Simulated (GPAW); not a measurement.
# MgO (Fm-3m) in GPAW: notebook

The runs below take MgO through band structure, equation of state, with BEEF-vdW, SOGGA, revTPSS+D4.

Program: GPAW 26.7.0. These are calculated values, not measurements. Logs are shortened: lines on timing, memory, paths and dates and some standing lists are left out, and cuts for length are marked. The log counts tension as positive stress, the text compression.

**Experimental background.**

“Electronic structure of alkaline earth and post-transition metal oxides”, 2009, arxiv:0908.1581 quotes, for a bulk crystal of MgO: band gap 7.83 eV.

How close the calculation comes is told below.

### Step 1. The crystal as given

Symmetry: Fm-3m, No. 225, cubic system. The conventional cell has a = 4.194 Å, b = 4.194 Å, c = 4.194 Å, α = 90.00°, β = 90.00°, γ = 90.00°. Around Mg (site symmetry m-3m) lie 6 O at 2.10 Å. O (site symmetry m-3m) is surrounded by 6 Mg at 2.10 Å.

The cell is a database's computed one.

### Step 2. Band structure, BEEF-vdW

File run.py:

```python
from ase.dft.bandgap import bandgap
from ase.io import read, write
from gpaw import GPAW, PW

atoms = read('MgO.cif')

calc = GPAW(mode=PW(800),
            xc={'name': 'BEEF-vdW', 'backend': 'libvdwxc'},
            kpts={'size': (9, 9, 9), 'gamma': True},
            occupations={'name': 'fermi-dirac', 'width': 0.05},
            nbands=16,
            convergence={'density': 1e-05, 'energy': 1e-05},
            maxiter=150,
            txt='gpaw.txt')
atoms.calc = calc
energy = atoms.get_potential_energy()
forces = atoms.get_forces()
calc.write('gs.gpw')
write('result.traj', atoms)
print(f'Energy: {energy:.6f} eV')
print('Forces (eV/A):')
print(forces.round(4))
print('Fermi level:', round(calc.get_fermi_level(), 4), 'eV')
print(f'Gap: {bandgap(calc)[0]:.4f} eV, direct: {bandgap(calc, direct=True)[0]:.4f} eV')

path = atoms.cell.bandpath('GXWKGLUWLK,UX', npoints=60, eps=1e-4)
bs_calc = calc.fixed_density(kpts=path, symmetry='off', nbands=24,
                             convergence={'bands': 'CBM+6.0', 'eigenstates': 1e-6}, txt='bands.txt')
bs = bs_calc.band_structure()
bs.write('bs.json')
print(f'Gap on the path: {bandgap(bs_calc)[0]:.4f} eV')
```

File MgO.cif:

```cif
data_MgO
_cell_length_a 2.96560781
_cell_length_b 2.96560781
_cell_length_c 2.96560781
_cell_angle_alpha 60.00000000
_cell_angle_beta 60.00000000
_cell_angle_gamma 60.00000000
_space_group_name_H-M_alt 'P1'
_space_group_name_Hall 'P 1'
_space_group_IT_number 1
loop_
_space_group_symop_operation_xyz
'x,y,z'
loop_
_atom_site_label
_atom_site_type_symbol
_atom_site_symmetry_multiplicity
_atom_site_Wyckoff_symbol
_atom_site_fract_x
_atom_site_fract_y
_atom_site_fract_z
_atom_site_occupancy
Mg1 Mg 1 a 0.0000000000 0.0000000000 0.0000000000 1
O1 O 1 a 0.5000000000 0.5000000000 0.5000000000 1
```

Potentials or basis: GPAW PAW data sets (gpaw-data 1.2.1), pw.

Run with:

```
OMP_NUM_THREADS=1 python run.py
```

gpaw.txt:

```text
__  _  _
 | _ |_)|_||  |
 |__||  | ||/\| - 26.7.0

Input parameters:
  mode=PW(ecut=800.0),
  convergence={'density': 1e-05, 'energy': 1e-05},
  kpts=MonkhorstPack(size=(9, 9, 9), gamma=True),
  maxiter=150,
  nbands=16,
  occupations=Occupations(name='fermi-dirac', width=0.05),
  xc=XC(name='BEEF-vdW', backend='libvdwxc')

Diagonalizing LCAO Hamiltonian
Converting LCAO to pw mode

                O

       Mg

Atoms  # Å, Bohr magnetons
|   | symbol |        x |        y |        z |    initial magnetic moments |
|---|--------|----------|----------|----------|-----------------------------|
| 0 |     Mg | 0.000000 | 0.000000 | 0.000000 | ( 0.0000,  0.0000,  0.0000) |
| 1 |      O | 2.965608 | 1.712194 | 1.210704 | ( 0.0000,  0.0000,  0.0000) |

Unit cell  # Å
| periodic |        x |        y |        z |  lengths |    angles |
|----------|----------|----------|----------|----------|-----------|
|      yes | 2.965608 | 0.000000 | 0.000000 | 2.965608 | 60.000000 |
|      yes | 1.482804 | 2.568292 | 0.000000 | 2.965608 | 60.000000 |
|      yes | 1.482804 | 0.856097 | 2.421409 | 2.965608 | 60.000000 |

Number of symmetries: 48
Symmetry operations  # r_c * U_cc + t_c -> r_c
|    | kind |            matrix            |
|----|------|------------------------------|
|  0 |  σ   |  1, 0, 0,  1, 0,-1,  1,-1, 0 |
|  1 |  C2  |  1, 0, 0,  1,-1, 0,  1, 0,-1 |
|  2 |  E   |  1, 0, 0,  0, 1, 0,  0, 0, 1 |
|  3 |  σ   |  1, 0, 0,  0, 0, 1,  0, 1, 0 |
|  4 |  C4  |  1, 0,-1,  1, 0, 0,  1,-1, 0 |
|  5 |  S6  |  1, 0,-1,  1,-1, 0,  1, 0, 0 |
|  6 |  σ   |  1, 0,-1,  0, 1,-1,  0, 0,-1 |
|  7 |  C3  |  1, 0,-1,  0, 0,-1,  0, 1,-1 |
|  8 |  S6  |  1,-1, 0,  1, 0, 0,  1, 0,-1 |
|  9 |  C4  |  1,-1, 0,  1, 0,-1,  1, 0, 0 |
| 10 |  C3  |  1,-1, 0,  0,-1, 1,  0,-1, 0 |
| 11 |  σ   |  1,-1, 0,  0,-1, 0,  0,-1, 1 |
| 12 |  σ   |  0, 1, 0,  1, 0, 0,  0, 0, 1 |
| 13 |  C4  |  0, 1, 0,  0, 1,-1, -1, 1, 0 |
| 14 |  C3  |  0, 1, 0,  0, 0, 1,  1, 0, 0 |
| 15 |  S6  |  0, 1, 0, -1, 1, 0,  0, 1,-1 |
| 16 |  C2  |  0, 1,-1,  1, 0,-1,  0, 0,-1 |
| 17 |  σ   |  0, 1,-1,  0, 1, 0, -1, 1, 0 |
| 18 |  S4  |  0, 1,-1,  0, 0,-1,  1, 0,-1 |
| 19 |  C4  |  0, 1,-1, -1, 1, 0,  0, 1, 0 |
| 20 |  C3  |  0, 0, 1,  1, 0, 0,  0, 1, 0 |
| 21 |  σ   |  0, 0, 1,  0, 1, 0,  1, 0, 0 |
| 22 |  S6  |  0, 0, 1,  0,-1, 1, -1, 0, 1 |
| 23 |  C4  |  0, 0, 1, -1, 0, 1,  0,-1, 1 |
| 24 |  S4  |  0, 0,-1,  1, 0,-1,  0, 1,-1 |
| 25 |  C3  |  0, 0,-1,  0, 1,-1,  1, 0,-1 |
| 26 |  C2  |  0, 0,-1,  0,-1, 0, -1, 0, 0 |
| 27 |  S6  |  0, 0,-1, -1, 0, 0,  0,-1, 0 |
| 28 |  S4  |  0,-1, 1,  1,-1, 0,  0,-1, 0 |
| 29 |  C4  |  0,-1, 1,  0, 0, 1, -1, 0, 1 |
| 30 |  C2  |  0,-1, 1,  0,-1, 0,  1,-1, 0 |
| 31 |  σ   |  0,-1, 1, -1, 0, 1,  0, 0, 1 |
| 32 |  C3  |  0,-1, 0,  1,-1, 0,  0,-1, 1 |
| 33 |  S6  |  0,-1, 0,  0, 0,-1, -1, 0, 0 |
| 34 |  S4  |  0,-1, 0,  0,-1, 1,  1,-1, 0 |
| 35 |  C2  |  0,-1, 0, -1, 0, 0,  0, 0,-1 |
| 36 |  C2  | -1, 1, 0,  0, 1, 0,  0, 1,-1 |
| 37 |  S6  | -1, 1, 0,  0, 1,-1,  0, 1, 0 |
| 38 |  S4  | -1, 1, 0, -1, 0, 1, -1, 0, 0 |
| 39 |  C3  | -1, 1, 0, -1, 0, 0, -1, 0, 1 |
| 40 |  S6  | -1, 0, 1,  0, 0, 1,  0,-1, 1 |
| 41 |  C2  | -1, 0, 1,  0,-1, 1,  0, 0, 1 |
| 42 |  C3  | -1, 0, 1, -1, 1, 0, -1, 0, 0 |
| 43 |  S4  | -1, 0, 1, -1, 0, 0, -1, 1, 0 |
| 44 |  C2  | -1, 0, 0,  0, 0,-1,  0,-1, 0 |
| 45 |  i   | -1, 0, 0,  0,-1, 0,  0, 0,-1 |
| 46 |  σ   | -1, 0, 0, -1, 1, 0, -1, 0, 1 |
| 47 |  C2  | -1, 0, 0, -1, 0, 1, -1, 1, 0 |

BZ-sampling:
  Number of BZ points: 729
  Number of IBZ points: 35

  Monkhorst-Pack size: [9, 9, 9]
  Monkhorst-Pack shift: [0, 0, 0]

K-points  # in reciprocal-cell coordinates
|     |                                coordinates |     weight |
|-----|--------------------------------------------|------------|
|   0 | (  0.00000000,   0.00000000,   0.00000000) | 0.00137174 |
|   1 | (  0.11111111,   0.11111111,   0.00000000) | 0.00823045 |
|   2 | (  0.11111111,   0.11111111,   0.11111111) | 0.01097394 |
|   3 | (  0.22222222,   0.11111111,   0.11111111) | 0.01646091 |
|   4 | (  0.22222222,   0.22222222,   0.00000000) | 0.00823045 |
|   5 | (  0.22222222,   0.22222222,   0.11111111) | 0.03292181 |
|   6 | (  0.22222222,   0.22222222,   0.22222222) | 0.01097394 |
|   7 | (  0.33333333,   0.22222222,   0.11111111) | 0.03292181 |
|   8 | (  0.33333333,   0.22222222,   0.22222222) | 0.03292181 |
|   9 | (  0.33333333,   0.33333333,  -0.33333333) | 0.01646091 |
| ... |                                            |            |
|  34 | (  0.44444444,   0.44444444,   0.44444444) | 0.01097394 |

Plane wave coefficients: 958
Cutoff: 800.0 eV

Spin-components: 1 (collinear spins)
Bands:           16
Projectors:      10
Spin-degeneracy: 2
Datatype:        complex128

Parallelization:
  kpt:    1
  domain: 1
  band:   1

Density:
  Valence electrons: 16.0
  Components: 1
  Grid points: [20 20 20]
  Charge: 0.0  # |e|

Potential:
  Grid points: [20 20 20]

species:
  Mg:
    name:    Magnesium
    Z:       12.0
    valence: 10
    core:    2
    charge:  0.0  # [|e|]
    compensation charges:
      type: gauss
      rc: 0.33  # [Å]
      lmax: 2
    cutoffs:
      filter: 1.86  # [Å]
      core: 0.54  # [Å]
    projectors
    | kind |    occ | energy [eV] | rcut [Å] |
    |------|--------|-------------|----------|
    |   2s |  2.000 |     -79.840 |    1.090 |
    |   3s |  2.000 |      -4.705 |    1.090 |
    |   2p |  6.000 |     -46.613 |    1.085 |
    |   3p |  0.000 |      -1.330 |    1.085 |
    |    d |        |       0.000 |    1.037 |

    Using partial waves for Mg as LCAO basis

  O:
    name:    Oxygen
    Z:       8.0
    valence: 6
    core:    2
    charge:  0.0  # [|e|]
    compensation charges:
      type: gauss
      rc: 0.21  # [Å]
      lmax: 2
    cutoffs:
      filter: 1.17  # [Å]
      core: 0.83  # [Å]
    projectors
    | kind |    occ | energy [eV] | rcut [Å] |
    |------|--------|-------------|----------|
    |   2s |  2.000 |     -23.961 |    0.688 |
    |   2p |  4.000 |      -9.029 |    0.598 |
    |    s |        |       3.251 |    0.688 |
    |    p |        |      18.182 |    0.598 |
    |    d |        |       0.000 |    0.619 |

    Using partial waves for O as LCAO basis

Reference energy: -7490.497190  # eV

eigensolver:
  PPCG
  Converge bands: occupied
  niter=2

density mixing:
  MSR1-Mixer
  Pratt-step length: 0.05
  Maximum mixing coefficient: 0.75
  Old densities: 10
  SVD Regularization: 0.005
  Good broyden scale: 1.0
  Trust region scale: 1.0
  Backstep threshold: 4.0
  History deletion threshold: 6.0
  Fourier metric: weight=20.0, sigma=0.015

occupation numbers:
  Fermi-Dirac:
    width: 0.0500  # eV

poisson solver:
  ecut: 6400.0  # eV

xc functional:
  name: vdW-BEEF with libvdwxc
  Mode: serial
  Semilocal: BEEVDW with 2 nearest neighbor stencil
  Corresponding non-local functional: vdW-DF2
  Local blocksize: 40 x 40 x 40
  PAW datasets: PBE

convergence criteria:
[... 6 lines left out ...]
|iter     | |      energy | eigst |  dens |
|---------|-|-------------|-------|-------|
|iter:   1| |  -47.602473 | +0.07 |       |
|iter:   2| |  -47.145094 | -1.68 | -0.94 |
|iter:   3| |  -45.905721 | -1.16 | -0.99 |
|iter:   4| |  -45.931698 | -3.03 | -1.56 |
|iter:   5| |  -45.947589 | -2.82 | -1.81 |
|iter:   6| |  -45.947801 | -4.76 | -2.99 |
|iter:   7| |  -45.947872 | -5.06 | -3.33 |
|iter:   8| |  -45.947873c| -6.66 | -4.54 |
|iter:   9| |  -45.947873c| -7.30 | -4.91 |
|iter:  10| |  -45.947873c| -8.99c| -6.10c|

Converged in 10 steps
Energy contributions relative to reference atoms: (reference = -7490.497190)

Energy contributions:
  Kinetic:          26.938065
  Coulomb:         -23.071465
  Zero:              0.163954
  External:          0.000000
  Xc:              -49.978427
  Entropy:          -0.000000
  Spinorbit:         0.000000
  ----------------------------
  Free energy:     -45.947873
  Extrapolated:    -45.947873

dipole moment: (-8.431052, -4.867670, -3.441962)  # |e|*Ang

Fermi level: 5.764
Eigenvalues  # (at kpt = [0.000, 0.000, 0.000])
| band index |      eig [eV] | occ [0-2] |
|------------|---------------|-----------|
|          0 |       -68.570 |     2.000 |
|          1 |       -35.058 |     2.000 |
|          2 |       -35.058 |     2.000 |
|          3 |       -35.058 |     2.000 |
|          4 |       -12.446 |     2.000 |
|          5 |         4.842 |     2.000 |
[... 8 lines left out ...]
|         14 |        26.911 |     0.000 |
|         15 |        29.997 |     0.000 |

Gap: 5.241 eV
Transition (v -> c):
  (s=0, k=0, n=7, [0.00, 0.00, 0.00]) -> (s=0, k=0, n=8, [0.00, 0.00, 0.00])
No difference between direct/indirect transitions

Forces  # eV/Ang
|       x |       y |       z |
|---------|---------|---------|
| 0.00000 | 0.00000 | 0.00000 |  # Mg   0
| 0.00000 | 0.00000 | 0.00000 |  # O    1

# Writing to gs.gpw (mode='')
```

Run time: 20 s. Hardware: 1 thread of Arm Neoverse V1, shared host; peak memory 0.21 GiB.

Results:

```
Free energy             : -45.9479 eV
Band gap on the k mesh  : 5.24 eV, direct
Band gap along the path : 5.24 eV, direct
```

Levels at the corners of the path, in eV from the valence-band top:
| point | band 4 | band 5 | band 6 | band 7 | band 8 | band 9 | band 10 |
| --- | --- | --- | --- | --- | --- | --- | --- |
| Γ | -39.90 | -17.29 | 0.00 | 0.00 | 0.00 | 5.24 | 16.32 |
| X | -39.93 | -15.77 | -3.99 | -1.32 | -1.32 | 9.58 | 10.64 |
| W | -39.93 | -15.71 | -2.88 | -2.88 | -1.71 | 12.07 | 12.07 |
| K | -39.92 | -15.75 | -3.41 | -2.63 | -1.12 | 10.56 | 12.40 |
| Γ | -39.90 | -17.29 | 0.00 | 0.00 | 0.00 | 5.24 | 16.32 |
| L | -39.91 | -16.00 | -4.50 | -0.64 | -0.64 | 8.37 | 13.08 |
| U | -39.92 | -15.75 | -3.41 | -2.63 | -1.12 | 10.56 | 12.40 |
| W | -39.93 | -15.71 | -2.88 | -2.88 | -1.71 | 12.07 | 12.07 |
| L | -39.91 | -16.00 | -4.50 | -0.64 | -0.64 | 8.37 | 13.08 |
| K | -39.92 | -15.75 | -3.41 | -2.63 | -1.12 | 10.56 | 12.40 |
| U | -39.92 | -15.75 | -3.41 | -2.63 | -1.12 | 10.56 | 12.40 |
| X | -39.93 | -15.77 | -3.99 | -1.32 | -1.32 | 9.58 | 10.64 |

Caveat: the PAW data sets were made with another functional, which shifts forces and pressure a little.

(Continued in part 2 of 2.)
